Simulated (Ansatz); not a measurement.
# Equation of state of SiC and its gap

A database entry relaxed whole under r2SCAN (P6_3mc):

```yaml
crystal:
  lattice:
    - [3.07551, 0.00000, 0.00000]
    - [-1.53776, 2.66347, 0.00000]
    - [0.00000, 0.00000, 5.04862]
  atoms:
    - { symbol: Si, position: [0.33333, 0.66667, 0.00460] }
    - { symbol: Si, position: [0.66667, 0.33333, 0.50460] }
    - { symbol: C, position: [0.33333, 0.66667, 0.38040] }
    - { symbol: C, position: [0.66667, 0.33333, 0.88040] }
```

The cell was scaled uniformly, its shape held, and the atoms relaxed at each volume with plane-wave PAW DFT (Ansatz 0.2.0; r2SCAN, 500 eV, 12×12×6 Γ-centred mesh, fermi-dirac occupations of width 0.020 eV; no spin, no spin-orbit coupling). One row is withheld.

```json
{"volume (Å³/atom)": "9.719", "energy over the lowest (meV/atom)": "29.3", "pressure (GPa)": "15.90", "gap over mesh and path (eV)": "2.555"}
{"volume (Å³/atom)": "9.925", "energy over the lowest (meV/atom)": "12.6", "pressure (GPa)": "10.08", "gap over mesh and path (eV)": "2.589"}
{"volume (Å³/atom)": "10.132", "energy over the lowest (meV/atom)": "?", "pressure (GPa)": "?", "gap over mesh and path (eV)": "?"}
{"volume (Å³/atom)": "10.339", "energy over the lowest (meV/atom)": "0.0", "pressure (GPa)": "0.00", "gap over mesh and path (eV)": "2.650"}
{"volume (Å³/atom)": "10.546", "energy over the lowest (meV/atom)": "2.8", "pressure (GPa)": "-4.35", "gap over mesh and path (eV)": "2.679"}
{"volume (Å³/atom)": "10.753", "energy over the lowest (meV/atom)": "11.0", "pressure (GPa)": "-8.29", "gap over mesh and path (eV)": "2.706"}
{"volume (Å³/atom)": "10.959", "energy over the lowest (meV/atom)": "24.1", "pressure (GPa)": "-11.86", "gap over mesh and path (eV)": "2.734"}
```

Question: Fit the pressures of the other rows to the third-order Birch-Murnaghan form.

Answer: With f = [(V₀/V)^(2/3) − 1]/2 and P = 3B₀f(1 + 2f)^(5/2)[1 + 3(B₀′ − 4)f/2], least squares gives V₀ = 10.34 Å³ an atom, B₀ = 228 GPa and B₀′ = 3.9; the rows miss the fit by less than 0.01 GPa. The slope of the energies differs from these pressures by less than 0.05 GPa.

Question: How does the gap move with volume?

Answer: A parabola in ln(V/V₀) through the other rows has the slope dE_g/d ln V = +1.5 eV at V₀, so by B₀ the gap moves by -6 meV a GPa at this fixed shape: it narrows under pressure.

Question: What does the withheld row hold?

Answer: The fit gives 4.79 GPa at 10.132 Å³; the run gave 4.79 GPa and 3.0 meV an atom. Its gap is 2.620 eV, against 2.620 eV from the parabola.

Caveats: the shape of the cell was held, so B₀ is an upper bound where the axes differ in stiffness; 0 K, fixed nuclei; the symmetry was kept, and this need not be the phase that is stable at 0 K; one mesh for all volumes; r2SCAN gaps lie as a rule under measured ones; the slope of the gap can be off by tens of per cent, more where shallow d levels or spin-orbit coupling act on the edges; pressure is positive in compression.
